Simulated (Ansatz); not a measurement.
## Ni (hcp)

Level of theory: DFT, PBE, scalar-relativistic, collinear spin; plane waves to 420 eV with PAW datasets (Ansatz 0.2.0), 20×20×10 k-mesh, Gaussian smearing of 0.05 eV; PAW files: Ansatz's generated set soft_2.

```xyz
2
Lattice="2.4835 0.0000 0.0000 -1.2418 2.1508 0.0000 0.0000 0.0000 4.0897" Properties=species:S:1:pos:R:3 pbc="T T T"
Ni    0.0000    1.4339    3.0673
Ni    1.2418    0.7169    1.0224
```

At room temperature and ambient pressure Ni is fcc.

The geometry is fixed. Moments are started on Ni in several ways. Signs follow the order of those atoms. q is the propagation vector of an order in a doubled cell, in units of this cell's reciprocal vectors; doubled cells take an equivalent mesh or are counted from a ferromagnetic run in the same cell, unless said otherwise. Energies count from the first row, the state in which the cell was relaxed.

The starts:
- ferromagnetic
- no spin polarisation
- antiferromagnetic in the cell, signs +-
- antiparallel, q = (0, 0, 1/2), signs ++--
- antiparallel, q = (0, 1/2, 0), signs ++--
- small parallel moments

Q: Which start ends lowest, and how far above it lies the solution without spin polarisation?

A: Lowest, alike within 0.5 meV/atom: ferromagnetic; antiferromagnetic in the cell, signs +- (which ended parallel); small parallel moments (which grew into the full parallel moments). Without spin polarisation the energy is 62 meV/atom higher.

```
                                    start  largest typed moment (μB)  ΔE (meV/atom)  gap on the mesh (eV)  P (GPa)  final spin moments (μB)
                            ferromagnetic                       0.80            0.0                 metal     -0.1                  Ni 0.68
                     no spin polarisation                       0.00           62.4                 metal     -1.2                     none
  antiferromagnetic in the cell, signs +-                       0.80            0.0                 metal     -0.1                  Ni 0.68
antiparallel, q = (0, 0, 1/2), signs ++--                       0.80           40.9                 metal      0.0           Ni 0.54, -0.54
antiparallel, q = (0, 1/2, 0), signs ++--                       0.80           57.6                 metal     -0.7           Ni 0.34, -0.34
                   small parallel moments                       0.50            0.0                 metal     -0.1                  Ni 0.68
```

These starts lost their opposed signs and ended with parallel moments: antiferromagnetic in the cell, signs +-.

The program noted a lower state or an instability beside: antiparallel, q = (0, 0, 1/2), signs ++--; antiparallel, q = (0, 1/2, 0), signs ++--. The lower rows of the table may be what it saw.

The atoms aren't at rest in: antiparallel, q = (0, 0, 1/2), signs ++-- (forces up to 0.17 eV/Å), so relaxing would lower that row.

The cell was relaxed in the state of the first row, and its shape doesn't suit: antiparallel, q = (0, 0, 1/2), signs ++-- (uneven stress of 1.2 GPa).

Without spin polarisation the pressure is 1.1 GPa lower than in the lowest state, so the magnetic solution wants the larger cell.

Only orders that fit these small cells were tried.

Site moments are of spin, integrated over atomic spheres.

The open shells may stand above their lowest state.
